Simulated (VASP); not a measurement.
# TePb (Fm-3m) in VASP: a series of runs

The runs below take TePb through single point, with PBEsol, PBE.

Program: VASP 6.6.1. These are calculated values, not measurements. Logs are shortened: lines on timing, memory, paths and dates and some standing lists are left out, and cuts for length are marked.

**Measured values to compare with.**

A printed reference work, monograph reports, for a bulk crystal of TePb at 4.2 K: band gap 0.19 eV (direct).

How close the calculation comes is told below.

### 1 The cell of the first run

It takes space group Fm-3m (No. 225, cubic). Conventional cell: a = 6.547 Å, b = 6.547 Å, c = 6.547 Å, α = 90.00°, β = 90.00°, γ = 90.00°. Pb (site symmetry m-3m) has 6 Te at 3.27 Å within 4.3 Å. Te (site symmetry m-3m) has 6 Pb at 3.27 Å within 4.3 Å.

### 2 Single point, PBEsol

INCAR

```
ALGO = Normal
EDIFF = 1E-6
ENCUT = 520
GGA = PS
ISIF = 2
ISMEAR = -1
LASPH = True
LCHARG = True
LELF = True
LREAL = False
LVHAR = True
LWAVE = False
NBANDS = 17
NELM = 60
PREC = Accurate
SIGMA = 0.05
```

KPOINTS

```
k-points
0
Gamma
  7 7 7
```

POSCAR

```
TePb
1.0
    0.0000000000      3.2735180337      3.2735180337
    3.2735180337      0.0000000000      3.2735180337
    3.2735180337      3.2735180337      0.0000000000
Pb Te
1 1
Direct
    0.0000000000      0.0000000000      0.0000000000
    0.5000000000      0.5000000000      0.5000000000
```

Potentials or basis: VASP PAW PBE potentials, release 64 (Pb_d, Te).

Started as:

```
$ cat potpaw_PBE.64/Pb_d/POTCAR potpaw_PBE.64/Te/POTCAR > POTCAR
$ mpirun -np 1 vasp_std > vasp.out
```

OUTCAR:

```text
EDIFF = 1E-6
   ENCUT = 520
   GGA = PS
   ISIF = 2
   ISMEAR = -1
   LASPH = True
   LREAL = False
   NELM = 60
   PREC = Accurate

 ion  position               nearest neighbor table
   1  0.000  0.000  0.000-   2 3.27   2 3.27   2 3.27   2 3.27   2 3.27   2 3.27
   2  0.500  0.500  0.500-   1 3.27   1 3.27   1 3.27   1 3.27   1 3.27   1 3.27

  LATTYP: Found a face centered cubic cell.
 ALAT       =     6.5470360674

  Lattice vectors:

 A1 = (   0.0000000000,   3.2735180337,   3.2735180337)
 A2 = (   3.2735180337,   0.0000000000,   3.2735180337)
 A3 = (   3.2735180337,   3.2735180337,   0.0000000000)

Analysis of symmetry for initial positions (statically):
=====================================================================
 Subroutine PRICEL returns:
 Original cell was already a primitive cell.

 Routine SETGRP: Setting up the symmetry group for a
 face centered cubic supercell.

 Subroutine GETGRP returns: Found 48 space group operations
[... 9 lines left out ...]

 Routine SETGRP: Setting up the symmetry group for a
 face centered cubic supercell.

 Subroutine GETGRP returns: Found 48 space group operations
[... 11 lines left out ...]
                                     Primitive cell

  volume of cell :      70.1575

  direct lattice vectors                    reciprocal lattice vectors
     0.000000000  3.273518034  3.273518034    -0.152740872  0.152740872  0.152740872
     3.273518034  0.000000000  3.273518034     0.152740872 -0.152740872  0.152740872
     3.273518034  3.273518034  0.000000000     0.152740872  0.152740872 -0.152740872

  length of vectors
     4.629453600  4.629453600  4.629453600     0.264554951  0.264554951  0.264554951

  position of ions in fractional coordinates (direct lattice)
     0.000000000  0.000000000  0.000000000
     0.500000000  0.500000000  0.500000000

  ion indices of the primitive-cell ions
   primitive index   ion index
                 1           1
                 2           2

----------------------------------------------------------------------------------------

 KPOINTS: k-points

Automatic generation of k-mesh.
 Grid dimensions read from file:
 generate k-points for:    7    7    7

 Generating k-lattice:

  Cartesian coordinates                     Fractional coordinates (reciprocal lattice)
    -0.021820125  0.021820125  0.021820125     0.142857143  0.000000000  0.000000000
     0.021820125 -0.021820125  0.021820125     0.000000000  0.142857143  0.000000000
     0.021820125  0.021820125 -0.021820125     0.000000000  0.000000000  0.142857143

  Length of vectors
     0.037793564  0.037793564  0.037793564

  Shift w.r.t. Gamma in fractional coordinates (k-lattice)
     0.000000000  0.000000000  0.000000000

 Subroutine IBZKPT returns following result:
 ===========================================

 Found     20 irreducible k-points:

 Following reciprocal coordinates:
            Coordinates               Weight
  0.000000  0.000000  0.000000      1.000000
  0.142857  0.000000  0.000000      8.000000
  0.285714  0.000000  0.000000      8.000000
  0.428571  0.000000  0.000000      8.000000
  0.142857  0.142857  0.000000      6.000000
  0.285714  0.142857  0.000000     24.000000
[... 12 lines left out ...]
 -0.428571  0.428571  0.142857     24.000000
 -0.285714  0.428571  0.142857     24.000000
   k-points           NKPTS =     20   k-points in BZ     NKDIM =     20   number of bands    NBANDS=     17
   number of dos      NEDOS =    301   number of ions     NIONS =      2
   total plane-waves  NPLWV =  46656
   dimension x,y,z NGX =    36 NGY =   36 NGZ =   36
   dimension x,y,z NGXF=    72 NGYF=   72 NGZF=   72
   ions per type =               1   1
   NGX,Y,Z   is equivalent  to a cutoff of  12.93, 12.93, 12.93 a.u.
   NGXF,Y,Z  is equivalent  to a cutoff of  25.86, 25.86, 25.86 a.u.
 SYSTEM =  unknown system
   PREC   = accura    normal or accurate (medium, high low for compatibility)
   ISTART =      0    job   : 0-new  1-cont  2-samecut
   ICHARG =      2    charge: 1-file 2-atom 10-const
   ISPIN  =      1    spin polarized calculation?
   LNONCOLLINEAR =      F non collinear calculations
   LSORBIT =      F    spin-orbit coupling
   LASPH  =      T    aspherical Exc in radial PAW
   ENCUT  =  520.0 eV  38.22 Ry    6.18 a.u.   8.61  8.61  8.61*2*pi/ulx,y,z
   NELM   =     60;   NELMIN=  2; NELMDL= -5     # of ELM steps
   EDIFF  = 0.1E-05   stopping-criterion for ELM
   LREAL  =      F    real-space projection
   EDIFFG = 0.1E-04   stopping-criterion for IOM
   NSW    =      0    number of steps for IOM
   IBRION =     -1    ionic relax: 0-MD 1-quasi-New 2-CG
   NFREE  =      0    steps in history (QN), initial steepest desc. (CG)
   ISIF   =      2    stress and relaxation
   ISYM   =      2    0-nonsym 1-usesym 2-fastsym
   POTIM  = 0.5000    time-step for ionic-motion
   TEBEG  =    0.0;   TEEND  =   0.0 temperature during run
   PSTRESS=    0.0 pullay stress
   NELECT =      20.0000    total number of electrons
   NUPDOWN=      -1.0000    fix difference up-down
   EMIN   =  10.00;   EMAX   =-10.00  energy-range for DOS
   EFERMI =   0.00;   METHOD = LEGACY
   ISMEAR =    -1;   SIGMA  =   0.05  broadening in eV -4-tet -1-fermi 0-gaus
   EFERMI_NEDOS =   21; number of points for ismear=-14 and -15
   IALGO  =     38    algorithm
   IMIX   =      4    mixing-type and parameters
     AMIX     =   0.40;   BMIX     =  1.00
     AMIX_MAG =   1.60;   BMIX_MAG =  1.00
  volume/ion in A,a.u.               =      35.08       236.72
  Fermi-wavevector in a.u.,A,eV,Ry     =   1.077441  2.036068 15.794714  1.160879
  Thomas-Fermi vector in A             =   2.213353
   LORBIT       =      0    0 simple, 1 ext, 2 COOP (PROOUT), +10 PAW based schemes
   GGA     = PS    functional components
   LHFCALC =     F    Hartree Fock is set to
   AEXX    =    0.0000 exact exchange contribution
   IVDW    =     0    specifies the selected vdW correction
   LEPSILON=     F    determine dielectric tensor
   LRPA    =     F    only Hartree local field effects (RPA)
 non-spin polarized calculation
  energy-cutoff  :      520.00
  volume of cell :       70.16
 maximum number of plane-waves:      1917
   NGX = 17   NGY = 17   NGZ = 17

 number of electron      20.0000001 magnetization

 Free energy of the ion-electron system (eV)
  ---------------------------------------------------
  ext. energy  EPLUGINS =         0.00000000
  ---------------------------------------------------
  free energy    TOTEN  =        -8.23997189 eV

  energy without entropy =       -8.23996904  energy(sigma->0) =       -8.23997047

 E-fermi :   5.3751     XC(G=0):  -9.2968

 val. band max:        4.8584307018   @ k =   0.4286   0.0000   0.0000
 cond. band min:       5.8673398510   @ k =   0.4286   0.0000   0.0000
 fundamental gap:      1.0089091492
 Fermi energy:         5.3751379738

 k-point     1 :       0.0000    0.0000    0.0000
  band No.  band energies     occupation
      1     -11.6031      2.00000
      2     -11.6031      2.00000
      3     -11.5951      2.00000
      4     -11.5951      2.00000
      5     -11.5951      2.00000
      6      -6.7529      2.00000
[... 9 lines left out ...]
     16      10.8086      0.00000
     17      12.3084      0.00000

 k-point     2 :       0.1429    0.0000    0.0000
  band No.  band energies     occupation
      1     -11.6050      2.00000
      2     -11.6050      2.00000
      3     -11.5946      2.00000
      4     -11.5926      2.00000
      5     -11.5926      2.00000
      6      -6.5878      2.00000
[... 9 lines left out ...]
     16      11.1767      0.00000
     17      13.4438      0.00000

 k-point     3 :       0.2857    0.0000    0.0000
  band No.  band energies     occupation
      1     -11.6103      2.00000
      2     -11.6103      2.00000
      3     -11.5936      2.00000
      4     -11.5861      2.00000
      5     -11.5861      2.00000
      6      -6.1235      2.00000
[... 9 lines left out ...]
     16      12.1787      0.00000
     17      15.4301      0.00000

 k-point     4 :       0.4286    0.0000    0.0000
  band No.  band energies     occupation
      1     -11.6148      2.00000
      2     -11.6148      2.00000
      3     -11.5929      2.00000
      4     -11.5807      2.00000
      5     -11.5807      2.00000
      6      -5.5415      2.00000
[... 9 lines left out ...]
     16      13.6671      0.00000
     17      14.7748      0.00000

 k-point     5 :       0.1429    0.1429    0.0000
  band No.  band energies     occupation
      1     -11.6099      2.00000
      2     -11.6012      2.00000
      3     -11.5967      2.00000
      4     -11.5910      2.00000
      5     -11.5910      2.00000
      6      -6.5335      2.00000
[... 9 lines left out ...]
     16      11.7909      0.00000
     17      12.7266      0.00000

 k-point     6 :       0.2857    0.1429    0.0000
  band No.  band energies     occupation
      1     -11.6173      2.00000
      2     -11.6030      2.00000
      3     -11.5964      2.00000
      4     -11.5868      2.00000
      5     -11.5850      2.00000
      6      -6.1716      2.00000
[... 9 lines left out ...]
     16      12.8245      0.00000
     17      14.0719      0.00000
[... 201 lines left out ...]
 k-point    17 :       0.4286    0.2857    0.1429
  band No.  band energies     occupation
      1     -11.6253      2.00000
      2     -11.6041      2.00000
      3     -11.5957      2.00000
      4     -11.5820      2.00000
      5     -11.5819      2.00000
      6      -5.7617      2.00000
[... 9 lines left out ...]
     16      13.7536      0.00000
     17      14.6423      0.00000

 k-point    18 :      -0.4286    0.2857    0.1429
  band No.  band energies     occupation
      1     -11.6293      2.00000
      2     -11.6075      2.00000
      3     -11.5910      2.00000
      4     -11.5841      2.00000
      5     -11.5775      2.00000
      6      -5.2948      2.00000
[... 9 lines left out ...]
     16      14.3126      0.00000
     17      15.2334      0.00000

 k-point    19 :      -0.4286    0.4286    0.1429
  band No.  band energies     occupation
      1     -11.6432      2.00000
      2     -11.5997      2.00000
      3     -11.5977      2.00000
      4     -11.5790      2.00000
      5     -11.5737      2.00000
      6      -5.2059      2.00000
[... 9 lines left out ...]
     16      15.0179      0.00000
     17      15.8803      0.00000

 k-point    20 :      -0.2857    0.4286    0.1429
  band No.  band energies     occupation
      1     -11.6380      2.00000
      2     -11.6043      2.00000
      3     -11.5911      2.00000
      4     -11.5850      2.00000
      5     -11.5738      2.00000
      6      -5.0882      2.00000
[... 9 lines left out ...]
     16      15.2285      0.00000
     17      15.6071      0.00000

------------------------ aborting loop because EDIFF is reached ----------------------------------------

  FORCE on cell =-STRESS in cart. coord.  units (eV):
  Direction    XX          YY          ZZ          XY          YZ          ZX
  --------------------------------------------------------------------------------------
  -------------------------------------------------------------------------------------
  Total       -0.8718977     -0.8718977     -0.8718977      0.0000000      0.0000000     -0.0000000
  in kB      -19.9114046    -19.9114046    -19.9114046      0.0000000      0.0000000     -0.0000000
  external PRESSURE =     -19.9114046 kB  Pullay stress =       0.0000000 kB

 VOLUME and BASIS-vectors are now :
 -----------------------------------------------------------------------------
  energy-cutoff  :      520.00
  volume of cell :       70.16
      direct lattice vectors                 reciprocal lattice vectors
     0.000000000  3.273518034  3.273518034    -0.152740872  0.152740872  0.152740872
     3.273518034  0.000000000  3.273518034     0.152740872 -0.152740872  0.152740872
     3.273518034  3.273518034  0.000000000     0.152740872  0.152740872 -0.152740872

 POSITION                                       TOTAL-FORCE (eV/Angst)
 -----------------------------------------------------------------------------------
      0.00000      0.00000      0.00000         0.000000      0.000000     -0.000000
      3.27352      3.27352      3.27352         0.000000      0.000000      0.000000
 -----------------------------------------------------------------------------------
    total drift:                               -0.000000      0.000000      0.000000

  FREE ENERGIE OF THE ION-ELECTRON SYSTEM (eV)
  ---------------------------------------------------
  free  energy   TOTEN  =        -8.2399718889 eV

  energy  without entropy=       -8.2399690414  energy(sigma->0) =       -8.23997047
```

Wall time 9.9 s (1 thread of Intel Xeon 6975P-C (Granite Rapids), shared host); peak memory 0.2 GiB.

What came out:

```
Free energy : -8.2400 eV
Pressure    : -2.0 GPa
```

Levels at points of the mesh, in eV from the Fermi level:
```csv
k point,band 7,band 8,band 9,band 10,band 11,band 12,band 13,band 14
"(0.00, 0.00, 0.00)",-6.12,-1.60,-1.60,-1.60,3.60,3.60,3.60,5.43
```

Caveat: this odd mesh misses L, where the gap lies, so gap, dielectric constants and Born charges aren't listed; the PAW data sets were made with another functional, which shifts forces and pressure a little; spin-orbit coupling is left out, which moves the levels of the heavy elements.

(Continued in part 2 of 2.)
